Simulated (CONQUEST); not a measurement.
C, a slab with vacuum:

```xyz
4
Lattice="2.4562 0.0000 0.0000 0.0000 4.2542 0.0000 0.0000 0.0000 8.5238" Properties=species:S:1:pos:R:3 pbc="T T T"
C     0.0000    1.4181    0.0000
C     1.2281    3.5452    0.0000
C     0.0000    2.8361    0.0000
C     1.2281    0.7090    0.0000
```

| Item | Value |
| --- | --- |
| Program | CONQUEST 1.3 |
| Task | single point |
| Functional | PBE |
| Potentials or basis | PseudoDojo NC PBE, DZP, grid cutoff 120 Ha |
| k mesh | 11 × 6 × 3 |
| Occupations | fermi-dirac, width 0.05 eV |
| Spin | no spin polarisation |

On this cell: largest force 0.039 eV/Å; band gap on the k mesh 0.89 eV.

The same run follows on a disturbed copy (atoms moved at random, drawn with an rms of 0.05 Å):

```
C
1.0
     2.45617    0.00000    0.00000
     0.00000    4.25421    0.00000
     0.00000    0.00000    8.52380
C
4
Direct
  0.00657 0.32815 0.00060
  0.50657 0.82815 0.00060
  0.00069 0.66205 0.00100
  0.50069 0.16205 0.00100
```

Question: What changes?

Answer: The energy moves by +3.3 meV/atom; largest force 0.883 eV/Å; band gap on the k mesh 0.89 eV.

Forces in eV/Å, atoms in the order of the input:
```
C   -0.854  0.202  0.054
C   -0.854  0.202  0.054
C    0.857 -0.204 -0.054
C    0.857 -0.204 -0.054
```

Stress tensor (GPa, compression positive):
```
 6.00 -0.75  0.01
-0.75  5.34  0.00
 0.01  0.00  0.01
```

Caveats: the box holds several primitive cells, so bands are folded and the points are those of the box's own zone; the basis of atomic orbitals isn't converged, which shifts pressures, moduli and gaps.

A k mesh can miss the band edges.
